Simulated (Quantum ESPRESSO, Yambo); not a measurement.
# MgO (Fm-3m): G0W0 in Yambo against the bands

How does the gap of MgO (Fm-3m) converge in the bands?

Program: Yambo 5.3.0. Level of theory: PBE and many-body steps on it, plane waves. Results are calculated unless marked as measured.

### Step 1. The starting structure

It takes space group Fm-3m (No. 225, cubic). Conventional cell: a = 4.194 Å, b = 4.194 Å, c = 4.194 Å, α = 90.00°, β = 90.00°, γ = 90.00°. Mg has 6 O at 2.10 Å nearest. O has 6 Mg at 2.10 Å nearest. Farther neighbours and most contacts between anions are not listed.

Structure file:

```cif
data_structure
_symmetry_space_group_name_H-M 'Fm-3m'
_symmetry_Int_Tables_number 225
_cell_length_a 4.1940
_cell_length_b 4.1940
_cell_length_c 4.1940
_cell_angle_alpha 90.000
_cell_angle_beta 90.000
_cell_angle_gamma 90.000
_cell_volume 73.77
loop_
_atom_site_label
_atom_site_type_symbol
_atom_site_symmetry_multiplicity
_atom_site_Wyckoff_symbol
_atom_site_fract_x
_atom_site_fract_y
_atom_site_fract_z
_atom_site_occupancy
Mg1 Mg 4 a 0.00000 0.00000 0.00000 1
O1 O 4 b 0.50000 0.00000 0.00000 1
```

The cell and positions are those that the Materials Project relaxed with its own functionals (PBE, PBE+U or r2SCAN), kept fixed.

### Step 2. 20 bands

This step: Yambo 5.3.0; G0W0 on PBE, plane waves, norm-conserving pseudopotentials.

G0W0 replaces the xc potential by the self-energy, built once from these orbitals. Only a window of levels is corrected, while the sums run over the empty bands that the input names.

The input, gw1.in:

```
HF_and_locXC
gw0
dyson
ppa
em1d
rim_cut
RandQpts= 1000000
RandGvec= 1 RL
EXXRLvcs= 76 Ry
VXCRLvcs= 304 Ry
Chimod= "HARTREE"
% BndsRnXp
 1 | 20 |
%
NGsBlkXp= 15.5 Ry
% LongDrXp
 1 | 1 | 1 |
%
% GbndRnge
 1 | 20 |
%
DysSolver= "n"
ExtendOut
PPAPntXp= 27.21138 eV
% QPkrange
 1 | 1 | 7 | 10 |
%
```

Run with:

```console
OMP_NUM_THREADS=1 mpirun -n 4 yambo -F gw1.in -J gw1 -C gw1 > gw1.log
```

What it wrote:

```text
 Yambo, version 5.3.0

 [02] CORE Variables Setup
 =========================

  [... cell, symmetries and grids as in the set-up ...]

  [02.05] Energies & Occupations
  ==============================

  [X] === General ===
  [X] Electronic Temperature                        :  0.000000  0.000000 [eV K]
  [X] Bosonic    Temperature                        :  0.000000  0.000000 [eV K]
  [X] Finite Temperature mode                       : no
  [X] El. density                                   :  0.86755E+24 [cm-3]
  [X] Fermi Level                                   :  8.213328 [eV]

  [X] === Gaps and Widths ===
  [X] Conduction Band Min                           :  4.894827 [eV]
  [X] Valence Band Max                              :  0.000000 [eV]
  [X] Filled Bands                                  :   8
  [X] Empty Bands                                   :    9  225
  [X] Direct Gap                                    :  4.894827 [eV]
  [X] Direct Gap localized at k                     :  1
  [X] Indirect Gap                                  :  4.894827 [eV]
  [X] Indirect Gap between kpts                     :  1  1
  [X] Last valence band width                       :  1.776113 [eV]
  [X] 1st conduction band width                     :  6.880121 [eV]

 [03] Transferred momenta grid and indexing
 ==========================================

 IBZ Q-points                                      :   8
 BZ  Q-points                                      :   64

 K/Q-points units:
 rlu = crystal or reduced units; cc = cartesian coordinates; iku = interal k-units

 Q [1]          [rlu]:  0.000000  0.000000  0.000000
 Q [2]          [rlu]: -0.65702E-17 -0.65702E-17  0.25000
 Q [3]          [rlu]:  0.13140E-16  0.13140E-16 -0.50000
 Q [4]          [rlu]: -0.13557E-17  0.25000      0.25000
 Q [5]          [rlu]: -0.53062E-17  0.25000      0.50000
 Q [6]          [rlu]:  0.13140E-16  0.25000     -0.25000
 Q [7]          [rlu]:  0.27115E-17 -0.50000     -0.50000
 Q [8]          [rlu]:  0.250000 -0.500000 -0.250000

 [04] Coloumb potential Random Integration (RIM)
 ===============================================

  [04.01] RIM initialization
  ==========================

  * Diagonal components only detected *

  8 x (sBL volume)        :  0.249130 [a.u.]
  sBZ random points       :  1000000
  Points outside the sBZ  :   7968281
  RL volume               :  1.993044 [a.u.]
  Integrated volume       :  2.000977 [a.u.]

  [04.02] RIM integrals
  =====================

  Gamma point sphere radius             :  0.114137 [a.u.]
  Points outside the sphere             :   800476
  [Int_sBZ(q=0) 1/q^2]*(Vol_sBZ)^(-1/3) =:  7.776341
                                 should be <:  7.795600

  Summary of Coulomb integrals for non-metallic bands |Q|[au] RIM/Bare

  Q [1] 0.100000E-4 0.997530 * Q [2] 0.343283 1.067779
  Q [4] 0.396390 1.067204 * Q [6] 0.560580 1.030488
  Q [5] 0.657338 1.022568 * Q [3] 0.686567 1.021209
  Q [7] 0.792779 1.017560 * Q [8] 0.886354 1.014308

 [WARNING] [Xp] User bands 1-20 break level degeneracy

 [05] Dipoles
 ============

  [05.01] Setup: observables and procedures
  =========================================

 [06] Dynamic Dielectric Matrix (PPA)
 ====================================

 [WR./gw1//ndb.pp]---------------------------------------------------------------
  Brillouin Zone Q/K grids (IBZ/BZ)                :    8   64    8   64
  RL vectors                                       :  1837 [WF]
  Coulomb cutoff potential                         : none
  Electronic Temperature                           :  0.000000 [K]
  Bosonic    Temperature                           :  0.000000 [K]
  PPA    diel. fun.  energies                      : Perdew, Burke & Ernzerhof(X)+Perdew, Burke & Ernzerhof(C)
  wavefunctions                                    : Perdew, Burke & Ernzerhof(X)+Perdew, Burke & Ernzerhof(C)
  Global Gauge                                     : length
  X matrix size                                    :  169
  X band range                                     :   1  20
  X e/h energy range                               : -1.000000 -1.000000 [eV]
  X Time ordering                                  : R
  X Hxc Kernel                                     : HARTREE
  X Drude frequency                                :  0.000000  0.000000
  X poles                                          :  100.0000 [o/o]
  RL vectors in the sum                            :  1837
  [r,Vnl] included                                 : yes
  Field direction                                  :  0.577350E-5  0.577350E-5  0.577350E-5
  BZ energy Double Grid                            : no
  BZ energy DbGd points                            : 0
  BZ Q point size factor                           : -1.000000
  X Optical Averaged directions                    : none

 [07] Local Exchange-Correlation + Non-Local Fock
 ================================================

 [VXC] Plane waves :  11113
 [EXS] Plane waves :  1459

 QP @ state[ 1 ] K range:  1  1
 QP @ state[ 1 ] b range:   7  10

 [xc] Functional : Perdew, Burke & Ernzerhof(X)+Perdew, Burke & Ernzerhof(C)
 [xc] LIBXC used to calculate xc functional
  PP Number of Atomic Species                      :  2
  NLCC RL compoments                               :  11113
  PP Number of Atomic Species                      :  2
  NLCC RL compoments                               :  11113

 [xc] E_xc :  -11.59506 [Ha]
      E_xc :  -23.19011 [Ry]

  Local XC kind (lXC) : Perdew, Burke & Ernzerhof(X)+Perdew, Burke & Ernzerhof(C)
  Non-Local XC kind (nlXC) : Hartree-Fock

  Corrections @ K [1] :  [eV]
 <7|nlXC|7> = -25.55511 -0.58352E-17 <7|lXC|7> = -20.15787  0.37763E-15
 <8|nlXC|8> = -25.55495 -0.15642E-16 <8|lXC|8> = -20.15787  0.37763E-15
 <9|nlXC|9> = -8.858457  0.33064E-17 <9|lXC|9> = -13.55593  0.95843E-19
 <10|nlXC|10> = -3.731367 -0.35375E-17 <10|lXC|10> = -9.636466  0.18882E-15

 [08] Dyson equation: Newton solver
 ==================================

  [08.01] G0W0 (W PPA)
  ====================

  [  GW  ] Bands range     :   1  20
  [GW/PPA] G damping       :  0.100000 [eV]

  QP @ state[ 1 ] K range:  1  1
  QP @ state[ 1 ] b range:   7  10

   Sc/G bands                                       :   1  20
   Sc/G damping                                     :  0.100000 ev
   Sc bands terminator                              : no
   Sx RL components                                 :  1459

   QP @ state[ 1 ] K range                          :  1  1
   QP @ state[ 1 ] b range                          :   7  10
   GF energies kind                                 : Perdew, Burke & Ernzerhof(X)+Perdew, Burke & Ernzerhof(C)
   GF WF`s kind                                     : Perdew, Burke & Ernzerhof(X)+Perdew, Burke & Ernzerhof(C)
   Xs energies kind                                 : Perdew, Burke & Ernzerhof(X)+Perdew, Burke & Ernzerhof(C)
   Xs WF`s kind                                     : Perdew, Burke & Ernzerhof(X)+Perdew, Burke & Ernzerhof(C)

 [11] Game Over & Game summary
```

It took 6.2 s on 4 MPI ranks of Arm Neoverse V1, shared host; peak memory 1 GiB.

Numbers from this step:

- G0W0 gap on the points computed: 7.125 eV
- starting gap on the mesh: 4.895 eV
- k of the valence top: 0, 0, 0
- k of the conduction bottom: 0, 0, 0
- least direct G0W0 gap on the computed points: 7.125 eV
- Z at the valence top: 0.8041
- Z at the conduction bottom: 0.8522

The gap on the mesh goes from 4.89 eV to 7.13 eV, a correction of +2.23 eV.

### Step 3. 35 bands

The input, gw2.in:

```
HF_and_locXC
gw0
dyson
ppa
em1d
rim_cut
RandQpts= 1000000
RandGvec= 1 RL
EXXRLvcs= 76 Ry
VXCRLvcs= 304 Ry
Chimod= "HARTREE"
% BndsRnXp
 1 | 35 |
%
NGsBlkXp= 15.5 Ry
% LongDrXp
 1 | 1 | 1 |
%
% GbndRnge
 1 | 35 |
%
DysSolver= "n"
ExtendOut
PPAPntXp= 27.21138 eV
% QPkrange
 1 | 1 | 7 | 10 |
%
```

Run with:

```console
OMP_NUM_THREADS=1 mpirun -n 4 yambo -F gw2.in -J gw2 -C gw2 > gw2.log
```

What it wrote:

```text
 Yambo, version 5.3.0

 [02] CORE Variables Setup
 =========================

  [... cell, symmetries and grids as in the set-up ...]

  [02.05] Energies & Occupations
  ==============================

  [X] === General ===
  [X] Electronic Temperature                        :  0.000000  0.000000 [eV K]
  [X] Bosonic    Temperature                        :  0.000000  0.000000 [eV K]
  [X] Finite Temperature mode                       : no
  [X] El. density                                   :  0.86755E+24 [cm-3]
  [X] Fermi Level                                   :  8.213328 [eV]

  [X] === Gaps and Widths ===
  [X] Conduction Band Min                           :  4.894827 [eV]
  [X] Valence Band Max                              :  0.000000 [eV]
  [X] Filled Bands                                  :   8
  [X] Empty Bands                                   :    9  225
  [X] Direct Gap                                    :  4.894827 [eV]
  [X] Direct Gap localized at k                     :  1
  [X] Indirect Gap                                  :  4.894827 [eV]
  [X] Indirect Gap between kpts                     :  1  1
  [X] Last valence band width                       :  1.776113 [eV]
  [X] 1st conduction band width                     :  6.880121 [eV]

 [03] Transferred momenta grid and indexing
 ==========================================

 IBZ Q-points                                      :   8
 BZ  Q-points                                      :   64

 K/Q-points units:
 rlu = crystal or reduced units; cc = cartesian coordinates; iku = interal k-units

 Q [1]          [rlu]:  0.000000  0.000000  0.000000
 Q [2]          [rlu]: -0.65702E-17 -0.65702E-17  0.25000
 Q [3]          [rlu]:  0.13140E-16  0.13140E-16 -0.50000
[...]
================================================

 [VXC] Plane waves :  11113
 [EXS] Plane waves :  1459

 QP @ state[ 1 ] K range:  1  1
 QP @ state[ 1 ] b range:   7  10

 [xc] Functional : Perdew, Burke & Ernzerhof(X)+Perdew, Burke & Ernzerhof(C)
 [xc] LIBXC used to calculate xc functional
  PP Number of Atomic Species                      :  2
  NLCC RL compoments                               :  11113
  PP Number of Atomic Species                      :  2
  NLCC RL compoments                               :  11113

 [xc] E_xc :  -11.59506 [Ha]
      E_xc :  -23.19011 [Ry]

  Local XC kind (lXC) : Perdew, Burke & Ernzerhof(X)+Perdew, Burke & Ernzerhof(C)
  Non-Local XC kind (nlXC) : Hartree-Fock

  Corrections @ K [1] :  [eV]
 <7|nlXC|7> = -25.55511 -0.58352E-17 <7|lXC|7> = -20.15787  0.37763E-15
 <8|nlXC|8> = -25.55495 -0.15642E-16 <8|lXC|8> = -20.15787  0.37763E-15
 <9|nlXC|9> = -8.858457  0.33064E-17 <9|lXC|9> = -13.55593  0.95843E-19
 <10|nlXC|10> = -3.731367 -0.35375E-17 <10|lXC|10> = -9.636466  0.18882E-15

 [08] Dyson equation: Newton solver
 ==================================

  [08.01] G0W0 (W PPA)
  ====================

  [  GW  ] Bands range     :    1   35
  [GW/PPA] G damping       :  0.100000 [eV]

  QP @ state[ 1 ] K range:  1  1
  QP @ state[ 1 ] b range:   7  10

   Sc/G bands                                       :    1   35
   Sc/G damping                                     :  0.100000 ev
   Sc bands terminator                              : no
   Sx RL components                                 :  1459

   QP @ state[ 1 ] K range                          :  1  1
   QP @ state[ 1 ] b range                          :   7  10
   GF energies kind                                 : Perdew, Burke & Ernzerhof(X)+Perdew, Burke & Ernzerhof(C)
   GF WF`s kind                                     : Perdew, Burke & Ernzerhof(X)+Perdew, Burke & Ernzerhof(C)
   Xs energies kind                                 : Perdew, Burke & Ernzerhof(X)+Perdew, Burke & Ernzerhof(C)
   Xs WF`s kind                                     : Perdew, Burke & Ernzerhof(X)+Perdew, Burke & Ernzerhof(C)

 [11] Game Over & Game summary
```

It took 9.4 s on 4 MPI ranks; peak memory 1 GiB.

This step gave:

| Property | Result |
| --- | --- |
| G0W0 gap on the points computed | 7.069 eV |
| starting gap on the mesh | 4.895 eV |
| k of the valence top | 0, 0, 0 |
| k of the conduction bottom | 0, 0, 0 |
| least direct G0W0 gap on the computed points | 7.069 eV |
| Z at the valence top | 0.8027 |
| Z at the conduction bottom | 0.8515 |

Against the run before, the gap moves by −0.057 eV.

### Step 4. 63 bands

The input, gw3.in:

```
HF_and_locXC
gw0
dyson
ppa
em1d
rim_cut
RandQpts= 1000000
RandGvec= 1 RL
EXXRLvcs= 76 Ry
VXCRLvcs= 304 Ry
Chimod= "HARTREE"
% BndsRnXp
 1 | 63 |
%
NGsBlkXp= 15.5 Ry
% LongDrXp
 1 | 1 | 1 |
%
% GbndRnge
 1 | 63 |
%
DysSolver= "n"
ExtendOut
PPAPntXp= 27.21138 eV
% QPkrange
 1 | 1 | 7 | 10 |
%
```

Run with:

```console
OMP_NUM_THREADS=1 mpirun -n 4 yambo -F gw3.in -J gw3 -C gw3 > gw3.log
```

What it wrote:

```text
 Yambo, version 5.3.0

 [02] CORE Variables Setup
 =========================

  [... cell, symmetries and grids as in the set-up ...]

  [02.05] Energies & Occupations
  ==============================

  [X] === General ===
  [X] Electronic Temperature                        :  0.000000  0.000000 [eV K]
  [X] Bosonic    Temperature                        :  0.000000  0.000000 [eV K]
  [X] Finite Temperature mode                       : no
  [X] El. density                                   :  0.86755E+24 [cm-3]
[...]
Sx RL components                                 :  1459

   QP @ state[ 1 ] K range                          :  1  1
   QP @ state[ 1 ] b range                          :   7  10
   GF energies kind                                 : Perdew, Burke & Ernzerhof(X)+Perdew, Burke & Ernzerhof(C)
   GF WF`s kind                                     : Perdew, Burke & Ernzerhof(X)+Perdew, Burke & Ernzerhof(C)
   Xs energies kind                                 : Perdew, Burke & Ernzerhof(X)+Perdew, Burke & Ernzerhof(C)
   Xs WF`s kind                                     : Perdew, Burke & Ernzerhof(X)+Perdew, Burke & Ernzerhof(C)

 [11] Game Over & Game summary
```

Elapsed: 15 s, on 4 MPI ranks; peak memory 1.2 GiB.

This step gave:

```
G0W0 gap on the points computed              : 7.123 eV
starting gap on the mesh                     : 4.895 eV
k of the valence top                         : 0, 0, 0
k of the conduction bottom                   : 0, 0, 0
least direct G0W0 gap on the computed points : 7.123 eV
```

Against the run before, the gap moves by +0.055 eV.

[end of part 1 of 2]

[Paths, hosts, dates, memory and timing lines, banners, echoed tables and standing remarks are left out of the program output.]

[Logs are printed without paths, hosts, clocks, repeated set-up lines and the standing remarks that a program may print on its own settings, such as how far it seeks lower states.]

[Runs of the session that timed out or met a known fault of the program may be left out.]

[Hosts, paths, dates, database ids (printed as entryN), source tags and the programs' standing remarks are cut or masked in the printed files.]
